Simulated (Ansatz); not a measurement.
# InAs: band structure with r2SCAN

**Measured values to compare with.**

A printed reference work, data compilation reports, for a bulk crystal of InAs at 4.2 K: band gap 0.418 eV (direct).

Crystal: InAs.

```
In As
1.0
     0.00000    3.01800    3.01800
     3.01800    0.00000    3.01800
     3.01800    3.01800    0.00000
In As
1 1
Direct
  0.00000 0.00000 0.00000
  0.75000 0.75000 0.75000
```

- Program: Ansatz 0.2.0
- Task: band structure
- Functional: r2SCAN
- Potentials or basis: Ansatz PAW
- Cutoff: 500 eV (not typed: the program's choice for these potentials)
- k mesh: 6 × 6 × 6
- Occupations: fermi-dirac, width 0.05 eV
- Spin: spin-orbit coupling, no magnetisation
- Path: [["G", "X", "W", "K", "G", "L", "U", "W", "L", "K"], ["U", "X"]]
- Points for each segment of the path: 14

```yaml
Pressure: 2.2 GPa
Band_gap_on_the_k_mesh: 0.17 eV, direct
Band_gap_along_the_path: 0.17 eV, direct
```

Levels at the corners of the path, in eV from the valence-band top:
```tsv
point	band 25	band 26	band 27	band 28	band 29	band 30	band 31	band 32
Γ	0.00	0.00	0.00	0.00	0.17	0.17	3.85	3.85
X	-2.53	-2.53	-2.52	-2.52	1.71	1.71	2.25	2.25
W	-3.22	-3.14	-3.12	-3.01	4.39	4.48	4.54	4.59
K	-3.50	-3.49	-2.14	-2.13	2.31	2.31	4.51	4.56
Γ	0.00	0.00	0.00	0.00	0.17	0.17	3.85	3.85
L	-1.26	-1.26	-1.02	-1.02	1.23	1.23	4.85	4.85
U	-3.50	-3.49	-2.14	-2.13	2.31	2.31	4.51	4.56
W	-3.22	-3.14	-3.12	-3.01	4.39	4.48	4.54	4.59
L	-1.26	-1.26	-1.02	-1.02	1.23	1.23	4.85	4.85
K	-3.50	-3.49	-2.14	-2.13	2.31	2.31	4.51	4.56
U	-3.50	-3.49	-2.14	-2.13	2.31	2.31	4.51	4.56
X	-2.53	-2.53	-2.52	-2.52	1.71	1.71	2.25	2.25
```

Run time: 16 s on 2 threads of AMD EPYC 9R45 96-Core Processor (Zen 5), with other jobs on the host, peak memory 0.79 GiB.

Measured gap of InAs: 0.418 eV (direct; 4.2 K; a printed reference work, data compilation). This calculation gives 0.17 eV (-0.25 eV). The value is that of r2SCAN, without temperature or zero-point motion.

Caveat: the PAW data sets come from PBE, with cores solved anew for the run's functional, which leaves a small shift of forces and pressure.
